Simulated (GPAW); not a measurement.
Set up this calculation in GPAW 26.7.0, as an ASE script.

* Task: optical spectrum
* Functional: PBE
* Potentials or basis: GPAW PAW data sets (gpaw-data 1.2.1)
* Cutoff: 500 eV
* Basis: pw
* k mesh: 8 × 8 × 8
* Occupations: fermi-dirac, width 0.05 eV
* Spin: no spin polarisation
* Eta: 0.1 eV
* Response ecut: 50 eV
* Scissors: 0 eV
* Kernel: RPA
* Maxiter: 150
* Response k mesh: 10 × 10 × 10
* Domega0: 0.05 eV
* Omega2: 10 eV
* Response bands: 34
* Directions: ["x", "z"]
* Intraband: yes

Crystal: Sn.

```
Sn
1.0
    -2.94014    2.94014    1.59930
     2.94014   -2.94014    1.59930
     2.94014    2.94014   -1.59930
Sn
2
Direct
  0.00000 0.00000 0.00000
  0.75000 0.25000 0.50000
```

One way to write it, as run:

run.py

```python
from ase import Atoms
from ase.dft.bandgap import bandgap
from ase.io import write
from gpaw import GPAW, PW
from gpaw.response.df import DielectricFunction

atoms = Atoms(['Sn', 'Sn'],
              cell=[[-2.9401404553, 2.9401404553, 1.5993019889],
                    [2.9401404553, -2.9401404553, 1.5993019889],
                    [2.9401404553, 2.9401404553, -1.5993019889]],
              scaled_positions=[[0.0, 0.0, 0.0],
                                [0.75, 0.25, 0.5]],
              pbc=True)

calc = GPAW(mode=PW(500),
            xc='PBE',
            kpts={'size': (8, 8, 8), 'gamma': True},
            occupations={'name': 'fermi-dirac', 'width': 0.05},
            nbands=24,
            convergence={'density': 1e-06},
            maxiter=150,
            txt='gpaw.txt')
atoms.calc = calc
energy = atoms.get_potential_energy()
calc.write('gs.gpw')
write('result.traj', atoms)
print(f'Energy: {energy:.6f} eV')
print('Fermi level:', round(calc.get_fermi_level(), 4), 'eV')
print(f'Gap: {bandgap(calc)[0]:.4f} eV, direct: {bandgap(calc, direct=True)[0]:.4f} eV')

dense = calc.fixed_density(kpts={'size': (10, 10, 10), 'gamma': True},
                           nbands=40, convergence={'bands': 34, 'eigenstates': 1e-7},
                           update_fermi_level=True, txt='dense.txt')
dense.write('dense.gpw', mode='all')

df = DielectricFunction('dense.gpw', frequencies={'type': 'nonlinear', 'domega0': 0.05, 'omega2': 10},
                        eta=0.1, ecut=50, nbands=34, rate='eta', txt='df.txt')
for direction in ['x', 'z']:
    df.get_dielectric_function(xc='RPA', direction=direction, filename=f'df_{direction}.csv')
```

Potentials or basis: GPAW PAW data sets (gpaw-data 1.2.1), pw.

Launch:

```sh
$ OMP_NUM_THREADS=1 python run.py
```

Results of the run:

```json
{
 "Band gap on the k mesh": "none (metal or under the smearing width)"
}
```

Caveat: the intraband term hangs on this k mesh; the long-wavelength limit can be off by a per cent or two; spectra need much finer meshes, so this one isn't converged; independent-particle spectra lack excitons.

It took 3.9 min on 1 thread of Arm Neoverse V2, with other jobs on the host, peak memory 0.42 GiB.
